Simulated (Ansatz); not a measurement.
Defect: As vacancy in zinc-blende AlAs, charge state +1. The step: one As atom jumps into the vacancy from a nearby As site; the atom moves 4.09 Å along (0.00, -0.50, -0.50) of the unit cell; the moving atom starts with neighbours Al at 2.42, 2 Al at 2.49, Al at 2.51 Å and ends with 3 Al at 2.48, Al at 2.49 Å. A PBE band in Ansatz (plane-wave PAW, one k-point at (0.250, 0.250, 0.250), 64 host sites, 152 SCF runs with any check of the saddle's order, static, no finite-size correction) gives a forward barrier of 2.09 eV. The program found a first-order saddle point. The charge state is imposed; whether it is stable for some Fermi level was not computed. Forms of the defect that were not tried may lie lower.

Single points at the band's start and saddle point can refine it. Rough cost of one point, in units of the band's mean SCF on the same machine:

```
Level                                                   Cost of one point
------------------------------------------------------  -----------------
PBE, a 2×2×2 k-point mesh shifted by half a step                  about 6
r2SCAN at 500 eV, one k-point at (0.250, 0.250, 0.250)            about 4
```

Task: Which of these move the barrier by more than 0.1 eV, and how far does each move it?

Result: PBE, a 2×2×2 k-point mesh shifted by half a step: -0.05 eV; r2SCAN at 500 eV, one k-point at (0.250, 0.250, 0.250): +0.31 eV. Each functional is compared with PBE at the same k-points.

Ansatz is a first-principles code.
